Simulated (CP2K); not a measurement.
Runs of CP2K 2026.2 on SrO. Symmetry: Fm-3m, No. 225, cubic system. The conventional cell has a = 5.133 Å, b = 5.133 Å, c = 5.133 Å, α = 90.00°, β = 90.00°, γ = 90.00°. Sr (site symmetry m-3m) has 6 O at 2.57 Å as nearest neighbours. Around O (site symmetry m-3m) lie 6 Sr at 2.57 Å. 

| level | potentials or basis | smearing | EPS_DEFAULT | NGRIDS | points a segment of the path (NPOINTS) | bands added on the path | CUTOFF of the grids | gap on the mesh (eV) | pressure (GPa) |
| --- | --- | --- | --- | --- | --- | --- | --- | --- | --- |
| LDA | GTH_POTENTIALS Sr GTH-PADE-q10, O GTH-PADE-q6; TZVP-MOLOPT-PBE-GTH basis | fermi-dirac 0.05 eV | 1.0E-9 | 4 | 6 | 6 | 600 Ry | (b) | -2.6 |
| TB-mBJ | POTENTIAL_UZH Sr GTH-PBE-q10, O GTH-PBE-q6; TZVP-MOLOPT-PBE-GTH basis | fermi-dirac 0.0259 eV | 1.0E-10 | 4 | 10 | 2 | 900 Ry | 3.86 | - |
| PBEsol | POTENTIAL_UZH Sr GTH-PBE-q10, O GTH-PBE-q6; TZVP-MOLOPT-PBE-GTH basis | fermi-dirac 0.1 eV | 1.0E-9 | 5 | 8 | 6 | 600 Ry | 3.45 | 1.2 |
| r2SCAN | POTENTIAL_UZH Sr GTH-SCAN-q10, O GTH-SCAN-q6; TZVP-MOLOPT-SCAN-GTH basis | fermi-dirac 0.05 eV | 1.0E-9 | 4 | 10 | 6 | 1300 Ry | 3.88 | (a) |

Alike in all rows: task band structure; no spin polarisation; cell as given; k mesh 9 × 9 × 9.

**Question.** Estimate the missing entries.

**Answer.** (a) 2.9; (b) 3.39.

Caveats: the basis of atomic orbitals isn't converged, which shifts pressures, moduli and gaps; the potentials were made for another functional, which shifts forces and pressure (some runs); this is a model potential without an energy functional, so only levels have meaning (some runs).

A k mesh can miss the band edges, and the runs leave out spin-orbit coupling on Sr.

Runs at the PBE level aren't shown here.
